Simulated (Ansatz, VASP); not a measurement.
Two plane-wave programs on ScAl2

Contents of INCAR:

```
ALGO = Normal ; EDIFF = 1E-6
EDIFFG = -0.01 ; ENCUT = 600
GGA = PS ; IBRION = 2
ISIF = 3 ; ISMEAR = 0
LASPH = T ; LCHARG = F
LREAL = F ; LWAVE = F
NELM = 80 ; NSW = 80
PREC = Accurate ; SIGMA = 0.1
```

File KPOINTS:

```
k-points
0
Gamma
  1 1 1
```

Contents of POSCAR:

```
ScAl2
1.0
    0.0000000000      3.7776526849      3.7776526849
    3.7776526849      0.0000000000      3.7776526849
    3.7776526849      3.7776526849      0.0000000000
Sc Al
2 4
Direct
    0.5000000000      0.5000000000      0.5000000000
    0.7500000000      0.7500000000      0.7500000000
    0.1250000000      0.1250000000      0.1250000000
    0.6250000000      0.1250000000      0.1250000000
    0.1250000000      0.6250000000      0.1250000000
    0.1250000000      0.1250000000      0.6250000000
```

Input for Ansatz:

```yaml
crystal:
  lattice:
    - [0.0, 3.7776526849, 3.7776526849]
    - [3.7776526849, 0.0, 3.7776526849]
    - [3.7776526849, 3.7776526849, 0.0]
  atoms:
    - { symbol: Sc, position: [0.5, 0.5, 0.5] }
    - { symbol: Sc, position: [0.75, 0.75, 0.75] }
    - { symbol: Al, position: [0.125, 0.125, 0.125] }
    - { symbol: Al, position: [0.625, 0.125, 0.125] }
    - { symbol: Al, position: [0.125, 0.625, 0.125] }
    - { symbol: Al, position: [0.125, 0.125, 0.625] }
basis:
  ecutwfc: 420
kpoints:
  mp_grid: { grid: [1, 1, 1] }
hamiltonian:
  xc: pbesol
scf:
  occupations: { method: gaussian, width: 0.1 }
output:
  forces: true
  stress: true
  eigenvalues: true
relax:
  adjacent_minimum: "off"
  f_tol: 0.01
  max_steps: 60
  cell: { stress_tol: 0.05 }
```

Alike in both runs: task relaxation of cell and atoms; functional PBEsol; k mesh 1 × 1 × 1; occupations gaussian, width 0.1 eV; no spin polarisation.

|  | VASP | Ansatz |
| --- | --- | --- |
| version | VASP 6.6.1 | Ansatz 0.2.0 |
| potentials or method | VASP PAW PBE potentials, release 64 (Sc_sv, Al) | scalar-relativistic, plane waves, PAW |
| plane-wave cutoff (eV) | 600 | 420 |
| valence electrons in the cell | 34 | 34 |

|  | VASP | Ansatz | Ansatz less VASP |
| --- | --- | --- | --- |
| relaxed volume (Å³/atom) | 17.90 | 17.89 | -0.016 |
| relaxed cell length with the largest relative difference (Å) | 5.336 | 5.334 | -0.0016 |

Caveats: the k mesh is coarse (spacing up to 1.44 Å⁻¹), so the values aren't converged; the PAW data sets were made with another functional, which shifts forces and pressure a little (VASP); an odd mesh through Γ misses points on the zone boundary, where band edges often lie.
